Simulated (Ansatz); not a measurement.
Li₃N:
```yaml
crystal:
  lattice:
    - [3.60714, 0.00000, 0.00000]
    - [-1.80357, 3.12387, 0.00000]
    - [0.00000, 0.00000, 3.84463]
  atoms:
    - { symbol: Li, position: [0.00000, 0.00000, 0.50000] }
    - { symbol: Li, position: [0.33333, 0.66667, 0.00000] }
    - { symbol: Li, position: [0.66667, 0.33333, 0.00000] }
    - { symbol: N, position: [0.00000, 0.00000, 0.00000] }
```

x, y and z are the axes in which the lattice vectors are written.

Question: Give the high-frequency dielectric tensor and the Born effective charge tensors of the independent atoms from DFPT, the program Ansatz at the PBEsol level (PAW).

Answer: 
ε∞:
```
6.09  0.00  0.00
0.00  6.09  0.00
0.00  0.00  5.64
```
Z* of atom 1 (Li), rows: field, columns: displacement, in e:
```
0.90  0.00  0.00
0.00  0.90  0.00
0.00  0.00  1.06
```
Z* of atom 2 (Li), rows: field, columns: displacement, in e:
```
0.92  0.00  0.00
0.00  0.92  0.00
0.00  0.00  0.40
```
Z* of atom 4 (N), rows: field, columns: displacement, in e:
```
-2.75   0.00   0.00
 0.00  -2.75   0.00
 0.00   0.00  -1.87
```

Space group P6/mmm. The cell was relaxed with PBEsol under the symmetry of its start. At this level the phase is dynamically unstable (imaginary phonons).

Potentials: the later of the program's two PAW sets.
